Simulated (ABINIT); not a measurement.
# TiC (Fm-3m) in ABINIT: single point with LDA

Aim: the single point of TiC with LDA.

All numbers are computed with ABINIT 10.8.3 (patched build); they aren't measurements. Logs are shortened: lines on timing, memory, paths and dates and some standing lists are left out, and cuts for length are marked. The log counts tension as positive stress, the text compression.

## (1) Starting point

Symmetry: Fm-3m, No. 225, cubic system. The conventional cell has a = 4.331 Å, b = 4.331 Å, c = 4.331 Å, α = 90.00°, β = 90.00°, γ = 90.00°. Around Ti (site symmetry m-3m) lie 6 C at 2.17 Å. Around C (site symmetry m-3m) lie 6 Ti at 2.17 Å.

The cell is a database's computed one.

## (2) Single point, LDA

File run.abi:

```
pp_dirpath "./"
pseudos "Ti.upf, C.upf"

acell 3*1.0 Angstrom
rprim
     0.0000000000     2.1657188437     2.1657188437
     2.1657188437     0.0000000000     2.1657188437
     2.1657188437     2.1657188437     0.0000000000
ntypat 2
znucl 22 6
natom 2
typat 1 2
xred
     0.0000000000     0.0000000000     0.0000000000
     0.5000000000     0.5000000000     0.5000000000

ecut 35.0

kptopt 1
ngkpt 8 8 8
nshiftk 1
shiftk 0.0 0.0 0.0

ixc 7

nband 12
occopt 3
tsmear 0.05 eV

nstep 100
tolvrs 1.0e-10

iomode 3
prtwf 0
prtden 0
prteig 0
prtebands 0
enunit 2
```

Potentials or basis: PseudoDojo NC SR LDA v0.4.1 standard.

Launch:

```bash
> mpirun --bind-to none -np 4 abinit run.abi > log 2>&1
```

run.abo:

```text
.Version 10.8.3 of ABINIT
 Symmetries : space group Fm -3 m (#225); Bravais cF (face-center cubic)
================================================================================
 Values of the parameters that define the memory need of the present run
     intxc =       0    ionmov =       0      iscf =       7    lmnmax =       6
     lnmax =       6     mgfft =      32  mpssoang =       3    mqgrid =    3001
     natom =       2  nloc_mem =       1    nspden =       1   nspinor =       1
    nsppol =       1      nsym =      48    n1xccc =    2501    ntypat =       2
    occopt =       3   xclevel =       1
       mpw =        1366          nfft =       32768          nkpt =          29
================================================================================
================================================================================

--------------------------------------------------------------------------------
------------- Echo of variables that govern the present computation ------------
--------------------------------------------------------------------------------
 -outvars: echo values of preprocessed input variables --------
            acell      1.8897261259E+00  1.8897261259E+00  1.8897261259E+00 Bohr
              amu      4.78800000E+01  1.20110000E+01
             ecut      3.50000000E+01 Hartree
           enunit           2
              ixc           7
         kptrlatt        8    0    0      0    8    0      0    0    8
          kptrlen      4.63026585E+01
            natom           2
            nband          12
            ngfft          32      32      32
             nkpt          29
            nstep         100
             nsym          48
           ntypat           2
           occopt           3
           prtden           0
        prtebands           0
           prteig           0
            prtwf           0
            rprim      0.0000000000E+00  2.1657188437E+00  2.1657188437E+00
                       2.1657188437E+00  0.0000000000E+00  2.1657188437E+00
                       2.1657188437E+00  2.1657188437E+00  0.0000000000E+00
          spgroup         225
           tolvrs      1.00000000E-10
           tsmear      1.83746611E-03 Hartree
            typat      1  2
           xangst      0.0000000000E+00  0.0000000000E+00  0.0000000000E+00
                       2.1657188437E+00  2.1657188437E+00  2.1657188437E+00
            xcart      0.0000000000E+00  0.0000000000E+00  0.0000000000E+00
                       4.0926154803E+00  4.0926154803E+00  4.0926154803E+00
             xred      0.0000000000E+00  0.0000000000E+00  0.0000000000E+00
                       5.0000000000E-01  5.0000000000E-01  5.0000000000E-01
            znucl       22.00000    6.00000

================================================================================

 chkinp: Checking input parameters for consistency.

================================================================================
== DATASET  1 ==================================================================

--- !DatasetInfo
iteration_state: {dtset: 1, }
dimensions: {natom: 2, nkpt: 29, mband: 12, nsppol: 1, nspinor: 1, nspden: 1, mpw: 1366, }
cutoff_energies: {ecut:  35.0, pawecutdg:  -1.0, }
electrons: {nelect:   1.60000000E+01, charge:   0.00000000E+00, occopt:   3.00000000E+00, tsmear:   1.83746611E-03, }
meta: {optdriver: 0, ionmov: 0, optcell: 0, iscf: 7, paral_kgb: 0, }
...

 Exchange-correlation functional for the present dataset will be:
  LDA: Perdew-Wang 92 LSD fit to Ceperley-Alder data - ixc=7
  J.P.Perdew and Y.Wang, PRB 45, 13244 (1992)

 Real(R)+Recip(G) space primitive vectors, cartesian coordinates (Bohr,Bohr^-1):
 R(1)=  0.0000000  4.0926155  4.0926155  G(1)= -0.1221713  0.1221713  0.1221713
 R(2)=  4.0926155  0.0000000  4.0926155  G(2)=  0.1221713 -0.1221713  0.1221713
 R(3)=  4.0926155  4.0926155  0.0000000  G(3)=  0.1221713  0.1221713 -0.1221713
 Unit cell volume ucvol=  1.3709854E+02 bohr^3
 Angles (23,13,12)=  6.00000000E+01  6.00000000E+01  6.00000000E+01 degrees

 getcut: wavevector=  0.0000  0.0000  0.0000  ngfft=  32  32  32
         ecut(hartree)=     35.000   => boxcut(ratio)=   2.07604

--- Pseudopotential description ------------------------------------------------
- pspini: atom type   1  psp file is ./Ti.upf
12 -1012 2 -1 1568                            pspcod,pspxc,lmax,lloc,mmax
     nproj     2     2     2

- pspini: atom type   2  psp file is ./C.upf
12 -1012 1 -1 1234                            pspcod,pspxc,lmax,lloc,mmax
     nproj     2     2     0

   3.07114594E+02                                ecore*ucvol(ha*bohr**3)
--------------------------------------------------------------------------------

================================================================================

--- !BeginCycle
iteration_state: {dtset: 1, }
solver: {iscf: 7, nstep: 100, nline: 4, wfoptalg: 0, }
tolerances: {tolvrs: 1.00E-10, }
...

     iter   Etot(hartree)      deltaE(h)  residm     vres2
 ETOT  1  -65.109519846245    -6.511E+01 2.121E-01 1.135E+03
 ETOT  2  -64.027025439790     1.082E+00 6.083E-02 5.169E+03
 ETOT  3  -65.442422685259    -1.415E+00 2.045E-02 1.204E+01
 ETOT  4  -65.445364285909    -2.942E-03 6.828E-03 4.189E+00
 ETOT  5  -65.446252227052    -8.879E-04 3.448E-03 9.211E-01
 ETOT  6  -65.446489165029    -2.369E-04 5.354E-03 7.440E-04
 ETOT  7  -65.446490638928    -1.474E-06 6.858E-03 2.092E-04
 ETOT  8  -65.446490727880    -8.895E-08 5.765E-03 8.739E-05
 ETOT  9  -65.446490753036    -2.516E-08 6.035E-03 1.438E-06
 ETOT 10  -65.446490753782    -7.454E-10 2.719E-03 1.390E-08
 ETOT 11  -65.446490753819    -3.739E-11 2.575E-03 8.750E-10
 ETOT 12  -65.446490753826    -6.722E-12 8.135E-04 1.466E-12

 At SCF step   12       vres2   =  1.47E-12 < tolvrs=  1.00E-10 =>converged.

 Cartesian components of stress tensor (hartree/bohr^3)
  sigma(1 1)=  4.57607925E-04  sigma(3 2)=  0.00000000E+00
  sigma(2 2)=  4.57607925E-04  sigma(3 1)=  0.00000000E+00
  sigma(3 3)=  4.57607925E-04  sigma(2 1)=  0.00000000E+00

--- !ResultsGS
iteration_state: {dtset: 1, }
comment   : Summary of ground state results
lattice_vectors:
- [  0.0000000,   4.0926155,   4.0926155, ]
- [  4.0926155,   0.0000000,   4.0926155, ]
- [  4.0926155,   4.0926155,   0.0000000, ]
lattice_lengths: [   5.78783,    5.78783,    5.78783, ]
lattice_angles: [ 60.000,  60.000,  60.000, ] # degrees, (23, 13, 12)
lattice_volume:   1.3709854E+02
convergence: {deltae: -6.722E-12, res2:  1.466E-12, residm:  8.135E-04, diffor: null, }
etotal    :  -6.54464908E+01
entropy   :   0.00000000E+00
fermie    :   3.88251965E-01
cartesian_stress_tensor: # hartree/bohr^3
- [  4.57607925E-04,   0.00000000E+00,   0.00000000E+00, ]
- [  0.00000000E+00,   4.57607925E-04,   0.00000000E+00, ]
- [  0.00000000E+00,   0.00000000E+00,   4.57607925E-04, ]
pressure_GPa:  -1.3463E+01
xred      :
- [  0.0000E+00,   0.0000E+00,   0.0000E+00, Ti]
- [  5.0000E-01,   5.0000E-01,   5.0000E-01,  C]
cartesian_forces: # hartree/bohr
- [ -0.00000000E+00,  -0.00000000E+00,  -0.00000000E+00, ]
- [ -0.00000000E+00,  -0.00000000E+00,  -0.00000000E+00, ]
force_length_stats: {min:   0.00000000E+00, max:   0.00000000E+00, mean:   0.00000000E+00, }
...

 Integrated electronic density in atomic spheres:
 ------------------------------------------------
 Atom  Sphere_radius  Integrated_density
    1        2.00000          9.55381590
    2        2.00000          3.87997511
================================================================================

 ----iterations are completed or convergence reached----

 Mean square residual over all n,k,spin=   38.354E-07; max=  81.349E-05
 reduced coordinates (array xred) for    2 atoms
       0.000000000000      0.000000000000      0.000000000000
       0.500000000000      0.500000000000      0.500000000000
 rms dE/dt=  0.0000E+00; max dE/dt=  0.0000E+00; dE/dt below (all hartree)
    1       0.000000000000      0.000000000000      0.000000000000
    2       0.000000000000      0.000000000000      0.000000000000

 cartesian coordinates (angstrom) at end:
    1      0.00000000000000     0.00000000000000     0.00000000000000
    2      2.16571884370000     2.16571884370000     2.16571884370000

 cartesian forces (hartree/bohr) at end:
    1     -0.00000000000000    -0.00000000000000    -0.00000000000000
    2     -0.00000000000000    -0.00000000000000    -0.00000000000000
 frms,max,avg= 0.0000000E+00 0.0000000E+00   0.000E+00  0.000E+00  0.000E+00 h/b

 cartesian forces (eV/Angstrom) at end:
    1     -0.00000000000000    -0.00000000000000    -0.00000000000000
    2     -0.00000000000000    -0.00000000000000    -0.00000000000000
 frms,max,avg= 0.0000000E+00 0.0000000E+00   0.000E+00  0.000E+00  0.000E+00 e/A
 length scales=  1.889726125908  1.889726125908  1.889726125908 bohr
              =  1.000000000000  1.000000000000  1.000000000000 angstroms
 Fermi (or HOMO) energy (hartree) =   0.38825   Average Vxc (hartree)=  -0.48217
 Eigenvalues (hartree) for nkpt=  29  k points:
 kpt#   1, nband= 12, wtk=  0.00195, kpt=  0.0000  0.0000  0.0000 (reduced coord)
  -1.66692   -0.79761   -0.79761   -0.79761   -0.05951    0.41376    0.41376    0.41376
   0.45223    0.45223    0.45417    0.45417
      occupation numbers for kpt#   1
   2.00000    2.00000    2.00000    2.00000    2.00000    0.00000    0.00000    0.00000
   0.00000    0.00000    0.00000    0.00000
 prteigrs : prtvol=0 or 1, do not print more k-points.

 Fermi (or HOMO) energy (eV) =  10.56487   Average Vxc (eV)= -13.12042
 Eigenvalues (   eV  ) for nkpt=  29  k points:
 kpt#   1, nband= 12, wtk=  0.00195, kpt=  0.0000  0.0000  0.0000 (reduced coord)
 -45.35932  -21.70412  -21.70412  -21.70412   -1.61928   11.25897   11.25897   11.25897
  12.30578   12.30578   12.35853   12.35864
 prteigrs : prtvol=0 or 1, do not print more k-points.

--- !EnergyTerms
iteration_state     : {dtset: 1, }
comment             : Components of total free energy in Hartree
kinetic             :  2.72890896937682E+01
hartree             :  1.14005958467712E+01
xc                  : -1.07779688435423E+01
Ewald energy        : -5.12015050544116E+01
psp_core            :  2.24010115922166E+00
local_psp           : -4.46332551832603E+01
non_local_psp       :  2.36552829362006E-01
internal            : -6.54463895520912E+01
'-kT*entropy'       : -1.01201734381009E-04
total_energy        : -6.54464907538256E+01
total_energy_eV     : -1.78088973834637E+03
band_energy         : -6.35951263017268E+00
...

 Cartesian components of stress tensor (hartree/bohr^3)
  sigma(1 1)=  4.57607925E-04  sigma(3 2)=  0.00000000E+00
  sigma(2 2)=  4.57607925E-04  sigma(3 1)=  0.00000000E+00
  sigma(3 3)=  4.57607925E-04  sigma(2 1)=  0.00000000E+00

-Cartesian components of stress tensor (GPa)         [Pressure= -1.3463E+01 GPa]
- sigma(1 1)=  1.34632900E+01  sigma(3 2)=  0.00000000E+00
- sigma(2 2)=  1.34632900E+01  sigma(3 1)=  0.00000000E+00
- sigma(3 3)=  1.34632900E+01  sigma(2 1)=  0.00000000E+00

== END DATASET(S) ==============================================================
================================================================================

 -outvars: echo values of variables after computation  --------
            acell      1.8897261259E+00  1.8897261259E+00  1.8897261259E+00 Bohr
           etotal     -6.5446490754E+01
            fcart     -0.0000000000E+00 -0.0000000000E+00 -0.0000000000E+00
                      -0.0000000000E+00 -0.0000000000E+00 -0.0000000000E+00
            rprim      0.0000000000E+00  2.1657188437E+00  2.1657188437E+00
                       2.1657188437E+00  0.0000000000E+00  2.1657188437E+00
                       2.1657188437E+00  2.1657188437E+00  0.0000000000E+00
           strten      4.5760792533E-04  4.5760792533E-04  4.5760792533E-04
                       0.0000000000E+00  0.0000000000E+00  0.0000000000E+00
           xangst      0.0000000000E+00  0.0000000000E+00  0.0000000000E+00
                       2.1657188437E+00  2.1657188437E+00  2.1657188437E+00
             xred      0.0000000000E+00  0.0000000000E+00  0.0000000000E+00
                       5.0000000000E-01  5.0000000000E-01  5.0000000000E-01
 Calculation completed.
```

Wall time 10 s (4 MPI ranks of Intel Xeon Platinum 8259CL at 2.50GHz (Skylake/Cascade Lake), shared host); peak memory 0.24 GiB.

What came out:

| Property | Result |
| --- | --- |
| Free energy | -1780.8897 eV |
| Band gap on the k mesh | none (metal or under the smearing width) |
| Valence electrons inside the program's atomic spheres | Ti 9.55; C 3.88 |

Caveat: the cutoff is too short for stress, so the log's stress isn't used.
